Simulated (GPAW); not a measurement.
A run of GPAW 26.7.0 is set up as follows.

Contents of run.py:

```python
from ase.dft.bandgap import bandgap
from ase.io import read, write
from ase.units import GPa
from gpaw import GPAW, PW

atoms = read('BeTe.xyz')

calc = GPAW(mode=PW(800),
            xc='MGGA_X_R2SCAN+MGGA_C_R2SCAN',
            kpts={'size': (8, 8, 8), 'gamma': True},
            occupations={'name': 'fermi-dirac', 'width': 0.05},
            nbands=11,
            convergence={'density': 1e-05, 'energy': 1e-05},
            maxiter=150,
            txt='gpaw.txt')
atoms.calc = calc
energy = atoms.get_potential_energy()
forces = atoms.get_forces()
stress = atoms.get_stress()
calc.write('gs.gpw')
write('result.traj', atoms)
print(f'Energy: {energy:.6f} eV')
print('Forces (eV/A):')
print(forces.round(4))
print('Stress (GPa):', (stress / GPa).round(3))
print('Fermi level:', round(calc.get_fermi_level(), 4), 'eV')
print(f'Gap: {bandgap(calc)[0]:.4f} eV, direct: {bandgap(calc, direct=True)[0]:.4f} eV')
```

File BeTe.xyz:

```xyz
2
Lattice="1.7870000000 -4.7974500000 0.0000000000 1.7870000000 4.7974500000 0.0000000000 0.0000000000 0.0000000000 3.5691500000" Properties=species:S:1:pos:R:3 pbc="T T T"
Be     1.7870000000      0.0000000000      1.7845750000
Te     0.0000000000      0.0000000000      0.0000000000
```

Potentials or basis: GPAW PAW data sets (gpaw-data 1.2.1), pw.

Launch:

```bash
$ OMP_NUM_THREADS=1 python run.py
```

Predict the pressure.

-0.1 GPa.

What does it give for the band gap on the k mesh?

None (metal or under the smearing width).

Stress tensor (GPa, compression positive):
```
 0.03  0.00  0.00
 0.00 -0.50  0.00
 0.00  0.00  0.09
```

Caveat: the PAW data sets were made with another functional, which shifts forces and pressure a little. The run has no spin-orbit coupling, so splittings on Te are missing.
